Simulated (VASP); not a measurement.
# TlCl (Pm-3m) in VASP: single point with LDA

Aim: the single point of TlCl with LDA.

Program: VASP 6.6.1. These are calculated values, not measurements. Logs are shortened: lines on timing, memory, paths and dates and some standing lists are left out, and cuts for length are marked.

### Step 1. The structure

The structure is cubic, space group Pm-3m (No. 221). The conventional cell has a = 3.834 Å, b = 3.834 Å, c = 3.834 Å, α = 90.00°, β = 90.00°, γ = 90.00°. Tl (site symmetry m-3m) has 8 Cl at 3.32 Å as nearest neighbours. Cl (site symmetry m-3m) is surrounded by 8 Tl at 3.32 Å.

### Step 2. Single point, LDA

The input, INCAR:

```
  PREC = Accurate
  ENCUT = 520
  EDIFF = 1E-6
  ISMEAR = 0
  SIGMA = 0.05
  LREAL = False
  LASPH = True
  NELM = 100
  ALGO = Fast
  ISIF = 2
  LWAVE = False
  LCHARG = True
  GGA = CA
  LELF = True
  LVHAR = True
  NBANDS = 17
```

The input, KPOINTS:

```
regular mesh
0
Gamma
  8 8 8
```

The input, POSCAR:

```
TlCl
1.0
    3.8340000000      0.0000000000      0.0000000000
    0.0000000000      3.8340000000      0.0000000000
    0.0000000000      0.0000000000      3.8340000000
Tl Cl
1 1
Direct
    0.0000000000      0.0000000000      0.0000000000
    0.5000000000      0.5000000000      0.5000000000
```

Potentials or basis: VASP PAW LDA potentials, release 64 (Tl_d, Cl).

Started as:

```bash
$ cat potpaw_LDA.64/Tl_d/POTCAR potpaw_LDA.64/Cl/POTCAR > POTCAR
$ mpirun -np 1 vasp_std > vasp.out
```

OUTCAR:

```text
PREC = Accurate
   ENCUT = 520
   EDIFF = 1E-6
   ISMEAR = 0
   LREAL = False
   LASPH = True
   NELM = 100
   ISIF = 2
   GGA = CA

 ion  position               nearest neighbor table
   1  0.000  0.000  0.000-   2 3.32   2 3.32   2 3.32   2 3.32   2 3.32   2 3.32   2 3.32   2 3.32

   2  0.500  0.500  0.500-   1 3.32   1 3.32   1 3.32   1 3.32   1 3.32   1 3.32   1 3.32   1 3.32

  LATTYP: Found a simple cubic cell.
 ALAT       =     3.8340000000

  Lattice vectors:

 A1 = (   3.8340000000,   0.0000000000,   0.0000000000)
 A2 = (   0.0000000000,   3.8340000000,   0.0000000000)
 A3 = (   0.0000000000,   0.0000000000,   3.8340000000)

Analysis of symmetry for initial positions (statically):
=====================================================================
 Subroutine PRICEL returns:
 Original cell was already a primitive cell.

 Routine SETGRP: Setting up the symmetry group for a
 simple cubic supercell.

 Subroutine GETGRP returns: Found 48 space group operations
 (whereof 48 operations were pure point group operations)
 out of a pool of 48 trial point group operations.

The static configuration has the point symmetry O_h .

Analysis of symmetry for dynamics (positions and initial velocities):
=====================================================================
 Subroutine PRICEL returns:
 Original cell was already a primitive cell.

 Routine SETGRP: Setting up the symmetry group for a
 simple cubic supercell.

 Subroutine GETGRP returns: Found 48 space group operations
 (whereof 48 operations were pure point group operations)
 out of a pool of 48 trial point group operations.

The dynamic configuration has the point symmetry O_h .

 Subroutine INISYM returns: Found 48 space group operations
 (whereof 48 operations are pure point group operations),
 and found     1 'primitive' translations

----------------------------------------------------------------------------------------

                                     Primitive cell

  volume of cell :      56.3581

  direct lattice vectors                    reciprocal lattice vectors
     3.834000000  0.000000000  0.000000000     0.260824204  0.000000000  0.000000000
     0.000000000  3.834000000  0.000000000     0.000000000  0.260824204  0.000000000
     0.000000000  0.000000000  3.834000000     0.000000000  0.000000000  0.260824204

  length of vectors
     3.834000000  3.834000000  3.834000000     0.260824204  0.260824204  0.260824204

  position of ions in fractional coordinates (direct lattice)
     0.000000000  0.000000000  0.000000000
     0.500000000  0.500000000  0.500000000

  ion indices of the primitive-cell ions
   primitive index   ion index
                 1           1
                 2           2

----------------------------------------------------------------------------------------

 KPOINTS: regular mesh

Automatic generation of k-mesh.
 Grid dimensions read from file:
 generate k-points for:    8    8    8

 Generating k-lattice:

  Cartesian coordinates                     Fractional coordinates (reciprocal lattice)
     0.032603026  0.000000000  0.000000000     0.125000000  0.000000000  0.000000000
     0.000000000  0.032603026  0.000000000     0.000000000  0.125000000  0.000000000
     0.000000000  0.000000000  0.032603026     0.000000000  0.000000000  0.125000000

  Length of vectors
     0.032603026  0.032603026  0.032603026

  Shift w.r.t. Gamma in fractional coordinates (k-lattice)
     0.000000000  0.000000000  0.000000000

 Subroutine IBZKPT returns following result:
 ===========================================

 Found     35 irreducible k-points:

 Following reciprocal coordinates:
            Coordinates               Weight
  0.000000  0.000000  0.000000      1.000000
  0.125000  0.000000  0.000000      6.000000
  0.250000  0.000000  0.000000      6.000000
  0.375000  0.000000  0.000000      6.000000
  0.500000  0.000000  0.000000      3.000000
  0.125000  0.125000  0.000000     12.000000
[... 16 lines left out ...]
  0.375000  0.375000  0.125000     24.000000
  0.500000  0.375000  0.125000     24.000000
 [... further k-points ...]
   k-points           NKPTS =     35   k-points in BZ     NKDIM =     35   number of bands    NBANDS=     17
   number of dos      NEDOS =    301   number of ions     NIONS =      2
   total plane-waves  NPLWV =  27000
   dimension x,y,z NGX =    30 NGY =   30 NGZ =   30
   dimension x,y,z NGXF=    60 NGYF=   60 NGZF=   60
   ions per type =               1   1
   NGX,Y,Z   is equivalent  to a cutoff of  13.01, 13.01, 13.01 a.u.
   NGXF,Y,Z  is equivalent  to a cutoff of  26.02, 26.02, 26.02 a.u.
 SYSTEM =  unknown system
   PREC   = accura    normal or accurate (medium, high low for compatibility)
   ISTART =      0    job   : 0-new  1-cont  2-samecut
   ICHARG =      2    charge: 1-file 2-atom 10-const
   ISPIN  =      1    spin polarized calculation?
   LNONCOLLINEAR =      F non collinear calculations
   LSORBIT =      F    spin-orbit coupling
   LASPH  =      T    aspherical Exc in radial PAW
   ENCUT  =  520.0 eV  38.22 Ry    6.18 a.u.   7.13  7.13  7.13*2*pi/ulx,y,z
   NELM   =    100;   NELMIN=  2; NELMDL= -5     # of ELM steps
   EDIFF  = 0.1E-05   stopping-criterion for ELM
   LREAL  =      F    real-space projection
   EDIFFG = 0.1E-04   stopping-criterion for IOM
   NSW    =      0    number of steps for IOM
   IBRION =     -1    ionic relax: 0-MD 1-quasi-New 2-CG
   NFREE  =      0    steps in history (QN), initial steepest desc. (CG)
   ISIF   =      2    stress and relaxation
   ISYM   =      2    0-nonsym 1-usesym 2-fastsym
   POTIM  = 0.5000    time-step for ionic-motion
   TEBEG  =    0.0;   TEEND  =   0.0 temperature during run
   PSTRESS=    0.0 pullay stress
   NELECT =      20.0000    total number of electrons
   NUPDOWN=      -1.0000    fix difference up-down
   EMIN   =  10.00;   EMAX   =-10.00  energy-range for DOS
   EFERMI =   0.00;   METHOD = LEGACY
   ISMEAR =     0;   SIGMA  =   0.05  broadening in eV -4-tet -1-fermi 0-gaus
   EFERMI_NEDOS =   21; number of points for ismear=-14 and -15
   IALGO  =     68    algorithm
   IMIX   =      4    mixing-type and parameters
     AMIX     =   0.40;   BMIX     =  1.00
     AMIX_MAG =   1.60;   BMIX_MAG =  1.00
  volume/ion in A,a.u.               =      28.18       190.16
  Fermi-wavevector in a.u.,A,eV,Ry     =   1.159043  2.190273 18.277790  1.343380
  Thomas-Fermi vector in A             =   2.295639
   LORBIT       =      0    0 simple, 1 ext, 2 COOP (PROOUT), +10 PAW based schemes
   GGA     = CA    functional components
   LHFCALC =     F    Hartree Fock is set to
   AEXX    =    0.0000 exact exchange contribution
   IVDW    =     0    specifies the selected vdW correction
   LEPSILON=     F    determine dielectric tensor
   LRPA    =     F    only Hartree local field effects (RPA)
 non-spin polarized calculation
 RMM-DIIS sequential band-by-band and
 Gauss-broadening in eV      SIGMA  =   0.05
  energy-cutoff  :      520.00
  volume of cell :       56.36
 maximum number of plane-waves:      1568
 NGX is ok and might be reduce to    30
   NGX = 15   NGY = 15   NGZ = 15

 number of electron      20.0000006 magnetization

 Free energy of the ion-electron system (eV)
  ---------------------------------------------------
  ext. energy  EPLUGINS =         0.00000000
  ---------------------------------------------------
  free energy    TOTEN  =        -6.94333495 eV

  energy without entropy =       -6.94333495  energy(sigma->0) =       -6.94333495

 E-fermi :   2.7782     XC(G=0):  -9.5960

 val. band max:        2.4736501758   @ k =   0.5000   0.0000   0.0000
 cond. band min:       4.3170345280   @ k =   0.5000   0.0000   0.0000
 fundamental gap:      1.8433843522
 Fermi energy:         2.7781912218

 k-point     1 :       0.0000    0.0000    0.0000
  band No.  band energies     occupation
      1     -11.2162      2.00000
      2      -7.4561      2.00000
      3      -7.4561      2.00000
      4      -7.2067      2.00000
      5      -7.2067      2.00000
      6      -7.2067      2.00000
[... 9 lines left out ...]
     16      14.8030      0.00000
     17      16.6084      0.00000

 k-point     2 :       0.1250    0.0000    0.0000
  band No.  band energies     occupation
      1     -11.1793      2.00000
      2      -7.4538      2.00000
      3      -7.4294      2.00000
      4      -7.2192      2.00000
      5      -7.2192      2.00000
      6      -7.2056      2.00000
[... 9 lines left out ...]
     16      15.6376      0.00000
     17      16.4156      0.00000

 k-point     3 :       0.2500    0.0000    0.0000
  band No.  band energies     occupation
      1     -11.0872      2.00000
      2      -7.4484      2.00000
      3      -7.3670      2.00000
      4      -7.2492      2.00000
      5      -7.2492      2.00000
      6      -7.2028      2.00000
[... 9 lines left out ...]
     16      15.4240      0.00000
     17      16.4842      0.00000

 k-point     4 :       0.3750    0.0000    0.0000
  band No.  band energies     occupation
      1     -10.9903      2.00000
      2      -7.4430      2.00000
      3      -7.3080      2.00000
      4      -7.2787      2.00000
      5      -7.2787      2.00000
      6      -7.2000      2.00000
[... 9 lines left out ...]
     16      14.6344      0.00000
     17      16.5930      0.00000
[... 343 lines left out ...]
      1     -10.8724      2.00000
      2      -7.3567      2.00000
      3      -7.3115      2.00000
      4      -7.2501      2.00000
      5      -7.2454      2.00000
      6      -7.2145      2.00000
[... 9 lines left out ...]
     16      14.2553      0.00000
     17      16.4653      0.00000

 k-point    23 :       0.3750    0.3750    0.1250
  band No.  band energies     occupation
      1     -10.8502      2.00000
      2      -7.3382      2.00000
      3      -7.2958      2.00000
      4      -7.2777      2.00000
      5      -7.2393      2.00000
      6      -7.1853      2.00000
[... 9 lines left out ...]
     16      14.0494      0.00000
     17      15.6900      0.00000

 k-point    24 :       0.5000    0.3750    0.1250
  band No.  band energies     occupation
      1     -10.8289      2.00000
      2      -7.3312      2.00000
      3      -7.2999      2.00000
      4      -7.2762      2.00000
      5      -7.2445      2.00000
      6      -7.1592      2.00000
[... 9 lines left out ...]
     16      13.9357      0.00000
     17      16.1375      0.00000

 [... further k-points ...]

------------------------ aborting loop because EDIFF is reached ----------------------------------------

  FORCE on cell =-STRESS in cart. coord.  units (eV):
  Direction    XX          YY          ZZ          XY          YZ          ZX
  --------------------------------------------------------------------------------------
  -------------------------------------------------------------------------------------
  Total       -1.1116879     -1.1116879     -1.1116879      0.0000000     -0.0000000      0.0000000
  in kB      -31.6036426    -31.6036426    -31.6036426      0.0000000     -0.0000000      0.0000000
  external PRESSURE =     -31.6036426 kB  Pullay stress =       0.0000000 kB

 VOLUME and BASIS-vectors are now :
 -----------------------------------------------------------------------------
  energy-cutoff  :      520.00
  volume of cell :       56.36
      direct lattice vectors                 reciprocal lattice vectors
     3.834000000  0.000000000  0.000000000     0.260824204  0.000000000  0.000000000
     0.000000000  3.834000000  0.000000000     0.000000000  0.260824204  0.000000000
     0.000000000  0.000000000  3.834000000     0.000000000  0.000000000  0.260824204

 POSITION                                       TOTAL-FORCE (eV/Angst)
 -----------------------------------------------------------------------------------
      0.00000      0.00000      0.00000         0.000000      0.000000      0.000000
      1.91700      1.91700      1.91700         0.000000      0.000000      0.000000
 -----------------------------------------------------------------------------------
    total drift:                                0.000000     -0.000000     -0.000000

  FREE ENERGIE OF THE ION-ELECTRON SYSTEM (eV)
  ---------------------------------------------------
  free  energy   TOTEN  =        -6.9433349461 eV

  energy  without entropy=       -6.9433349461  energy(sigma->0) =       -6.94333495
```

It took 30 s on 1 thread of Intel Xeon Platinum 8488C (Sapphire Rapids), shared host; peak memory 0.16 GiB.

What came out:

| Property | Result |
| --- | --- |
| Free energy | -6.9433 eV |
| Pressure | -3.2 GPa |
| Band gap on the k mesh | 1.84 eV, direct |

Levels at points of the mesh, in eV from the valence-band top:
| k point | band 6 | band 7 | band 8 | band 9 | band 10 | band 11 | band 12 | band 13 | band 14 | band 15 |
| --- | --- | --- | --- | --- | --- | --- | --- | --- | --- | --- |
| (0.00, 0.00, 0.00) | -9.68 | -4.68 | -1.54 | -1.54 | -1.54 | 7.61 | 7.61 | 7.64 | 7.64 | 7.64 |
| (0.50, 0.00, 0.00) | -9.67 | -5.57 | -1.08 | -1.08 | 0.00 | 1.84 | 6.38 | 6.38 | 8.57 | 11.26 |
| (0.50, 0.50, 0.00) | -9.61 | -3.48 | -3.06 | -3.06 | -1.04 | 4.72 | 4.72 | 8.19 | 8.29 | 11.28 |
| (0.50, 0.50, 0.50) | -9.60 | -2.24 | -2.04 | -2.04 | -2.04 | 2.31 | 2.31 | 2.31 | 12.58 | 12.58 |

Caveat: spin-orbit coupling is left out, which as a rule narrows the gap of such compounds by several tenths of an eV. A hybrid or GW would open this gap; LDA tends to underestimate it.
